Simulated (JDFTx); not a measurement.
# CaO (Fm-3m) in JDFTx: reference runs

How does CaO come out in PBE? The cell is run as given, then over a range of volumes.

Everything below comes from runs of JDFTx 1.7.0 (patched build). Logs are shortened: lines on timing, memory, paths and dates and some standing lists are left out, and cuts for length are marked. The log counts tension as positive stress, the text compression.

### 1 The structure

Symmetry: Fm-3m, No. 225, cubic system. Conventional cell: a = 4.807 Å, b = 4.807 Å, c = 4.807 Å, α = 90.00°, β = 90.00°, γ = 90.00°. Around Ca (site symmetry m-3m) lie 6 O at 2.40 Å. O (site symmetry m-3m) is surrounded by 6 Ca at 2.40 Å.

The cell is a database's computed one.

### 2 Single point, PBE

CaO.in reads:

```
lattice \
    0.0000000000     4.5420619907     4.5420619907 \
    4.5420619907     0.0000000000     4.5420619907 \
    4.5420619907     4.5420619907     0.0000000000
coords-type Lattice
ion Ca     0.0000000000     0.0000000000     0.0000000000 1
ion O      0.5000000000     0.5000000000     0.5000000000 1

ion-species pseudo/Ca.upf
ion-species pseudo/O.upf
elec-cutoff 42
elec-ex-corr gga-PBE
kpoint-folding 10 10 10
elec-smearing Fermi 0.0018374661
elec-n-bands 14
electronic-SCF nIterations 100 energyDiffThreshold 1e-08
electronic-minimize nIterations 30 energyDiffThreshold 1e-7
converge-empty-states yes
forces-output-coords Cartesian

dump-name run.$VAR
dump End Ecomponents EigStats BandEigs Kpoints Forces Stress
```

Potentials or basis: PseudoDojo-SR-PBE-0.5-standard.

Started as:

```console
jdftx -c 1 -i CaO.in -o CaO.out
```

Log:

```text
*************** JDFTx 1.7.0 (patched build) ***************

[... 9 lines left out ...]
---------- Initializing the Grid ----------
R =
[            0      4.54206      4.54206  ]
[      4.54206            0      4.54206  ]
[      4.54206      4.54206            0  ]
unit cell volume = 187.408
G =
[  -0.691667   0.691667   0.691667  ]
[   0.691667  -0.691667   0.691667  ]
[   0.691667   0.691667  -0.691667  ]
Minimum fftbox size, Smin = [  40  40  40  ]
Chosen fftbox size, S = [  40  40  40  ]

---------- Exchange Correlation functional ----------
Initalized PBE GGA exchange.
Initalized PBE GGA correlation.

---------- Setting up pseudopotentials ----------
Width of ionic core gaussian charges (only for fluid interactions / plotting) set to 0

Reading pseudopotential file 'pseudo/Ca.upf':
  'Ca' pseudopotential, 'PBE' functional
  Generated using ONCVPSP code by D. R. Hamann
  10 valence electrons, 3 orbitals, 6 projectors, 1001 radial grid points, with lMax = 2
    3S    l: 0   occupation:  2.0   eigenvalue: -1.730591
    3P    l: 1   occupation:  6.0   eigenvalue: -1.029278
    4S    l: 0   occupation:  2.0   eigenvalue: -0.138412
  Core radius for overlap checks: 1.78 bohrs.

Reading pseudopotential file 'pseudo/O.upf':
  'O' pseudopotential, 'PBE' functional
  Generated using ONCVPSP code by D. R. Hamann
  6 valence electrons, 2 orbitals, 5 projectors, 936 radial grid points, with lMax = 2
    2S    l: 0   occupation:  2.0   eigenvalue: -0.880572
    2P    l: 1   occupation:  4.0   eigenvalue: -0.331869
  Core radius for overlap checks: 1.39 bohrs.

Initialized 2 species with 2 total atoms.

Folded 1 k-points by 10x10x10 to 1000 k-points.

---------- Setting up k-points, bands, fillings ----------
Reduced to 47 k-points under symmetry.
Computing the number of bands and number of electrons
Calculating initial fillings.
nElectrons:  16.000000   nBands: 14   nStates: 47

----- Setting up reduced wavefunction bases (one per k-point) -----
average nbasis = 2437.221 , ideal nbasis = 2436.448

---------- Setting up ewald sum ----------
Optimum gaussian width for ewald sums = 2.062926 bohr.
Real space sum over 1331 unit cells with max indices [  5  5  5  ]
Reciprocal space sum over 2197 terms with max indices [  6  6  6  ]

---------- Allocating electronic variables ----------
Initializing wave functions:  linear combination of atomic orbitals
Note: number of bands (14) exceeds available atomic orbitals (9)
Ca pseudo-atom occupations:   s ( 2 2 )  p ( 6 )
O pseudo-atom occupations:   s ( 2 )  p ( 4 )
	FillingsUpdate:  mu: +0.594923540  nElectrons: 16.000000
LCAOMinimize: Iter:   0  F: -52.7736087152971862  |grad|_K:  9.179e-03  alpha:  1.000e+00
	FillingsUpdate:  mu: +0.473347030  nElectrons: 16.000000
LCAOMinimize: Iter:   1  F: -52.9351181537785607  |grad|_K:  3.257e-03  alpha:  2.760e-01  linmin: -3.045e-01  cgtest:  8.622e-01
LCAOMinimize: Encountered beta<0, resetting CG.
[... 12 lines of inner loops ...]
LCAOMinimize: Iter:   6  F: -52.9532282599377027  |grad|_K:  4.184e-07  alpha:  8.529e-01  linmin:  1.283e-04  cgtest:  3.618e-02
	FillingsUpdate:  mu: +0.435597675  nElectrons: 16.000000
LCAOMinimize: Iter:   7  F: -52.9532282602303326  |grad|_K:  7.083e-08  alpha:  3.630e-01  linmin: -9.444e-05  cgtest:  5.519e-04
LCAOMinimize: Converged (|Delta F|<1.000000e-06 for 2 iters).

-------- Electronic minimization -----------
Will mix electronic density at each iteration.
	FillingsUpdate:  mu: +0.435597675  nElectrons: 16.000000
	FillingsUpdate:  mu: +0.384074690  nElectrons: 16.000000
SCF: Cycle:  0   F: -52.992883010383160   dF: -3.965e-02   |Residual|: 1.927e-01   |deigs|: 2.488e-01
	FillingsUpdate:  mu: +0.367049441  nElectrons: 16.000000
SCF: Cycle:  1   F: -53.047914431328081   dF: -5.503e-02   |Residual|: 5.874e-02   |deigs|: 5.899e-02
	FillingsUpdate:  mu: +0.364796230  nElectrons: 16.000000
SCF: Cycle:  2   F: -53.052452380517572   dF: -4.538e-03   |Residual|: 1.791e-02   |deigs|: 1.719e-02
	FillingsUpdate:  mu: +0.367368011  nElectrons: 16.000000
SCF: Cycle:  3   F: -53.052933648915364   dF: -4.813e-04   |Residual|: 1.127e-02   |deigs|: 8.373e-03
	FillingsUpdate:  mu: +0.371289422  nElectrons: 16.000000
SCF: Cycle:  4   F: -53.052973605569164   dF: -3.996e-05   |Residual|: 6.045e-03   |deigs|: 6.225e-03
	FillingsUpdate:  mu: +0.370003793  nElectrons: 16.000000
SCF: Cycle:  5   F: -53.053033375150953   dF: -5.977e-05   |Residual|: 1.150e-03   |deigs|: 5.420e-03
	FillingsUpdate:  mu: +0.369969758  nElectrons: 16.000000
SCF: Cycle:  6   F: -53.053034842538253   dF: -1.467e-06   |Residual|: 1.261e-03   |deigs|: 2.743e-03
	FillingsUpdate:  mu: +0.369825497  nElectrons: 16.000000
SCF: Cycle:  7   F: -53.053034456599676   dF: +3.859e-07   |Residual|: 1.838e-03   |deigs|: 3.445e-03
	FillingsUpdate:  mu: +0.370346360  nElectrons: 16.000000
SCF: Cycle:  8   F: -53.053037237088802   dF: -2.780e-06   |Residual|: 1.892e-04   |deigs|: 3.132e-03
	FillingsUpdate:  mu: +0.370426679  nElectrons: 16.000000
SCF: Cycle:  9   F: -53.053037247600599   dF: -1.051e-08   |Residual|: 3.694e-04   |deigs|: 1.261e-03
	FillingsUpdate:  mu: +0.370355523  nElectrons: 16.000000
SCF: Cycle: 10   F: -53.053037356679496   dF: -1.091e-07   |Residual|: 1.145e-04   |deigs|: 2.420e-03
	FillingsUpdate:  mu: +0.370349426  nElectrons: 16.000000
SCF: Cycle: 11   F: -53.053037363431855   dF: -6.752e-09   |Residual|: 7.879e-05   |deigs|: 9.841e-04
	FillingsUpdate:  mu: +0.370337055  nElectrons: 16.000000
SCF: Cycle: 12   F: -53.053037367863254   dF: -4.431e-09   |Residual|: 2.266e-05   |deigs|: 7.772e-04
SCF: Converged (|Delta E|<1.000000e-08 for 2 iters).

Setting wave functions to eigenvectors of Hamiltonian
Converging empty states (this may take a while): |deigs|: 2.963e-03

# Stress tensor in Cartesian coordinates [Eh/a0^3]:
[ -4.33724e-05            0            0  ]
[            0 -4.33724e-05            0  ]
[            0            0 -4.33724e-05  ]

# Ionic positions in lattice coordinates:
ion Ca   0.000000000000000   0.000000000000000   0.000000000000000 1
ion O   0.500000000000000   0.500000000000000   0.500000000000000 1

# Forces in Cartesian coordinates:
force Ca   0.000000000000000  -0.000000000000000   0.000000000000000 1
force O   0.000000000000000   0.000000000000000  -0.000000000000000 1

# Energy components:
   Eewald =      -41.5179928084223988
       EH =       10.3478131188392037
     Eloc =      -37.8061898159757845
      Enl =        0.7500286072791220
      Exc =      -11.6223249617608069
 Exc_core =        2.3341634853930842
       KE =       24.4614650067843264
-------------------------------------
     Etot =      -53.0530373678632543
       TS =        0.0000000000000004
-------------------------------------
        F =      -53.0530373678632543

IonicMinimize: Iter:   0  F: -53.053037367863254  |grad|_K:       -nan
IonicMinimize: None of the convergence criteria satisfied after 0 iterations.

#--- Lowdin population analysis ---
# oxidation-state Ca +1.638
# oxidation-state O -1.332

Dumping 'run.eigStats' ...
	eMin: -1.097808 at state 0 ( [ +0.000000 +0.000000 +0.000000 ] spin 0 )
	HOMO: +0.286134 at state 0 ( [ +0.000000 +0.000000 +0.000000 ] spin 0 )
	mu  : +0.370329
	LUMO: +0.420678 at state 30 ( [ +0.000000 +0.500000 +0.500000 ] spin 0 )
	eMax: +0.788175 at state 42 ( [ +0.100000 +0.400000 -0.300000 ] spin 0 )
	HOMO-LUMO gap: +0.134544
	Optical gap  : +0.148257 at state 30 ( [ +0.000000 +0.500000 +0.500000 ] spin 0 )
Done!
[note: the Lowdin charges miss the electrons that lie outside the files' atomic orbitals]
[note: mu as printed may lie anywhere between the filled and the empty levels]
```

It used 67 s of CPU time on 1 thread of Intel(R) Xeon(R) Platinum 8488C (Sapphire Rapids), on a shared host, which was overloaded at the time.

What came out:

| Property | Result |
| --- | --- |
| Free energy | -1443.6467 eV |
| Pressure | 1.3 GPa |
| Band gap on the k mesh | 3.66 eV, indirect (least direct gap 4.03 eV) |

### 3 Equation of state, PBE, 13.05 Å³/atom (volume scaled by 0.94)

CaO.in reads:

```
lattice \
    0.0000000000     4.4493408310     4.4493408310 \
    4.4493408310     0.0000000000     4.4493408310 \
    4.4493408310     4.4493408310     0.0000000000
coords-type Lattice
ion Ca     0.0000000000     0.0000000000     0.0000000000 1
ion O      0.5000000000     0.5000000000     0.5000000000 1

ion-species pseudo/Ca.upf
ion-species pseudo/O.upf
elec-cutoff 42
elec-ex-corr gga-PBE
kpoint-folding 10 10 10
elec-smearing Fermi 0.0018374661
elec-n-bands 14
electronic-SCF nIterations 100 energyDiffThreshold 1e-08
electronic-minimize nIterations 30 energyDiffThreshold 1e-7
forces-output-coords Cartesian

dump-name run.$VAR
dump End Ecomponents EigStats BandEigs Kpoints Forces Stress ElecDensity Dtot KEdensity
```

Potentials or basis: PseudoDojo-SR-PBE-0.5-standard.

Started as:

```console
jdftx -c 1 -i CaO.in -o CaO.out
```

Run time: 96 s. Hardware: 1 thread of Intel Xeon Platinum 8488C (Sapphire Rapids), shared host; peak memory 0.11 GiB.

The run converged. Its results:

```yaml
Free_energy: -1443.5943 eV
Pressure: 9.1 GPa
Band_gap_on_the_k_mesh: 3.64 eV, indirect (least direct gap 3.99 eV)
```

Caveat: the empty levels aren't tightly converged.

### 4 Equation of state, PBE, 13.33 Å³/atom (volume scaled by 0.96)

CaO.in: that of step 3 with these lines changed.

```diff
@@ -1,5 +1,5 @@
 lattice \
-    0.0000000000     4.4493408310     4.4493408310 \
-    4.4493408310     0.0000000000     4.4493408310 \
-    4.4493408310     4.4493408310     0.0000000000
+    0.0000000000     4.4806752495     4.4806752495 \
+    4.4806752495     0.0000000000     4.4806752495 \
+    4.4806752495     4.4806752495     0.0000000000
 coords-type Lattice
@@ -20,2 +20,2 @@
 dump-name run.$VAR
-dump End Ecomponents EigStats BandEigs Kpoints Forces Stress ElecDensity Dtot KEdensity
+dump End Ecomponents EigStats BandEigs Kpoints Forces Stress
```

Started as:

```console
jdftx -c 1 -i CaO.in -o CaO.out
```

Wall time 97 s (1 thread of Intel Xeon Platinum 8488C (Sapphire Rapids), shared host); peak memory 0.1 GiB.

It converged, with:

- Free energy: -1443.6210 eV
- Pressure: 6.2 GPa
- Band gap on the k mesh: 3.65 eV, indirect (least direct gap 4.01 eV)

Caveat: the empty levels aren't tightly converged.

### 5 Equation of state, PBE, 13.61 Å³/atom (volume scaled by 0.98)

CaO.in: that of step 4 with these lines changed.

```diff
@@ -1,5 +1,5 @@
 lattice \
-    0.0000000000     4.4806752495     4.4806752495 \
-    4.4806752495     0.0000000000     4.4806752495 \
-    4.4806752495     4.4806752495     0.0000000000
+    0.0000000000     4.5115774348     4.5115774348 \
+    4.5115774348     0.0000000000     4.5115774348 \
+    4.5115774348     4.5115774348     0.0000000000
 coords-type Lattice
```

Started as:

```console
jdftx -c 1 -i CaO.in -o CaO.out
```

Run time: 2.1 min. Hardware: 1 thread of Intel Xeon Platinum 8488C (Sapphire Rapids), shared host; peak memory 0.11 GiB.

Results (log left out):

```
Free energy            : -1443.6381 eV
Pressure               : 3.6 GPa
Band gap on the k mesh : 3.66 eV, indirect (least direct gap 4.02 eV)
```

Caveat: the empty levels aren't tightly converged.

### 6 Equation of state, PBE, 13.89 Å³/atom

CaO.in: that of step 5 with these lines changed.

```diff
@@ -1,5 +1,5 @@
 lattice \
-    0.0000000000     4.5115774348     4.5115774348 \
-    4.5115774348     0.0000000000     4.5115774348 \
-    4.5115774348     4.5115774348     0.0000000000
+    0.0000000000     4.5420619907     4.5420619907 \
+    4.5420619907     0.0000000000     4.5420619907 \
+    4.5420619907     4.5420619907     0.0000000000
 coords-type Lattice
```

Potentials or basis: PseudoDojo-SR-PBE-0.5-standard.

Started as:

```console
jdftx -c 1 -i CaO.in -o CaO.out
```

It took 98 s on 1 thread of Intel Xeon Platinum 8488C (Sapphire Rapids), shared host; peak memory 0.11 GiB.

Results (log left out):

| Item | Value |
| --- | --- |
| Free energy | -1443.6467 eV |
| Pressure | 1.3 GPa |
| Band gap on the k mesh | 3.66 eV, indirect (least direct gap 4.03 eV) |

Caveat: the empty levels aren't tightly converged.

### 7 Equation of state, PBE, 14.16 Å³/atom (volume scaled by 1.02)

CaO.in: that of step 6 with these lines changed.

```diff
@@ -1,5 +1,5 @@
 lattice \
-    0.0000000000     4.5420619907     4.5420619907 \
-    4.5420619907     0.0000000000     4.5420619907 \
-    4.5420619907     4.5420619907     0.0000000000
+    0.0000000000     4.5721427481     4.5721427481 \
+    4.5721427481     0.0000000000     4.5721427481 \
+    4.5721427481     4.5721427481     0.0000000000
 coords-type Lattice
```

Started as:

```console
jdftx -c 1 -i CaO.in -o CaO.out
```

Wall time 93 s (1 thread of Intel Xeon Platinum 8488C (Sapphire Rapids), shared host); peak memory 0.12 GiB.

The run converged. Its results:

```
Free energy            : -1443.6475 eV
Pressure               : -0.8 GPa
Band gap on the k mesh : 3.66 eV, indirect (least direct gap 4.04 eV)
```

Caveat: the empty levels aren't tightly converged.

### 8 Equation of state, PBE, 14.44 Å³/atom (volume scaled by 1.04)

CaO.in: that of step 7 with these lines changed.

```diff
@@ -1,5 +1,5 @@
 lattice \
-    0.0000000000     4.5721427481     4.5721427481 \
-    4.5721427481     0.0000000000     4.5721427481 \
-    4.5721427481     4.5721427481     0.0000000000
+    0.0000000000     4.6018328186     4.6018328186 \
+    4.6018328186     0.0000000000     4.6018328186 \
+    4.6018328186     4.6018328186     0.0000000000
 coords-type Lattice
```

Started as:

```console
jdftx -c 1 -i CaO.in -o CaO.out
```

It took 100 s on 1 thread of Intel Xeon Platinum 8488C (Sapphire Rapids), shared host; peak memory 0.11 GiB.

It converged, with:

| Quantity | Value |
| --- | --- |
| Free energy | -1443.6415 eV |
| Pressure | -2.7 GPa |
| Band gap on the k mesh | 3.67 eV, indirect (least direct gap 4.05 eV) |

Caveat: the empty levels aren't tightly converged.

### 9 Equation of state, PBE, 14.72 Å³/atom (volume scaled by 1.06)

CaO.in: that of step 8 with these lines changed.

```diff
@@ -1,5 +1,5 @@
 lattice \
-    0.0000000000     4.6018328186     4.6018328186 \
-    4.6018328186     0.0000000000     4.6018328186 \
-    4.6018328186     4.6018328186     0.0000000000
+    0.0000000000     4.6311446459     4.6311446459 \
+    4.6311446459     0.0000000000     4.6311446459 \
+    4.6311446459     4.6311446459     0.0000000000
 coords-type Lattice
```

Potentials or basis: PseudoDojo-SR-PBE-0.5-standard.

Started as:

```console
jdftx -c 1 -i CaO.in -o CaO.out
```

Run time: 91 s. Hardware: 1 thread of Intel Xeon Platinum 8488C (Sapphire Rapids), shared host; peak memory 0.12 GiB.

The run converged. Its results:

```
Free energy            : -1443.6291 eV
Pressure               : -4.4 GPa
Band gap on the k mesh : 3.67 eV, indirect (least direct gap 4.05 eV)
```

Caveat: the empty levels aren't tightly converged.

### 10 Equation of state, PBE

No new run: the results of the series are fitted here.

What came out:

```
Equilibrium volume                      : 14.06 Å³/atom
Bulk modulus                            : 105 GPa
Pressure derivative of the bulk modulus : 4.3
```

Energy against volume, from the lowest point:
```tsv
volume (Å³/atom)	energy (meV/atom)
13.052	26.62
13.330	13.28
13.608	4.71
13.886	0.42
14.163	0.00
14.441	3.04
14.719	9.22
```

Caveat: the empty levels aren't tightly converged.
